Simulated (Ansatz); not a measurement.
The system is BaTiO3.

```
Ba Ti O
1.0
    -3.99980    0.00000    0.00000
     0.00000    0.00000   -4.01800
     0.00000   -7.99960    0.00000
Ba Ti O
2 2 6
Direct
  0.00144 0.02304 0.50759
  0.99856 0.97696 0.99241
  0.48033 0.56319 0.23580
  0.51967 0.47281 0.76420
  0.49380 0.96597 0.25815
  0.50620 0.00203 0.74185
  0.50761 0.49933 0.50744
  0.49239 0.47067 0.99256
  0.01522 0.48841 0.27113
  0.98478 0.48159 0.72887
```

Base run:

- Program: Ansatz 0.2.0
- Functional: PBE
- Potentials or basis: Ansatz PAW
- Cutoff: 250 eV
- Density cutoff: 1000 eV
- k mesh: 7 × 7 × 4
- Occupations: fermi-dirac, width 0.05 eV
- Spin: no spin polarisation

Its results: band gap on the k mesh 1.38 eV, indirect (least direct gap 1.54 eV); pressure 8.1 GPa; largest force 7.033 eV/Å.

Problem. The run is repeated on the same cell with these changes: functional from PBE to PBEsol; cutoff from 250 eV to 420 eV (not typed: the program's choice for these potentials); hubbard terms from none to Ti d U = 5 eV; hubbard projectors from none to ortho-atomic (the default). What comes out?

Solution. Band gap on the k mesh 1.89 eV, indirect (least direct gap 2.06 eV); pressure 5.8 GPa; largest force 7.123 eV/Å.

Several settings changed at once, so the effect can't be laid on one alone.

Caveats: spin-orbit coupling is left out, which moves the levels of the heavy elements; forces of over 1 eV/Å show positions far from the minimum, so gaps and moduli don't describe the material at rest; odd divisions of the mesh miss points on the zone boundary, where band edges often lie, so the gap on the mesh can be too wide (some runs); the pressure holds a Pulay correction of +73.9 GPa for the finite cutoff (some runs); the cutoff lies under the one recommended for these potentials (some runs); the k mesh misses the band edges, so the gap on the mesh is wider than the one along the path (some runs); the PAW data sets come from PBE, with cores solved anew for the run's functional, which leaves a small shift of forces and pressure (some runs).
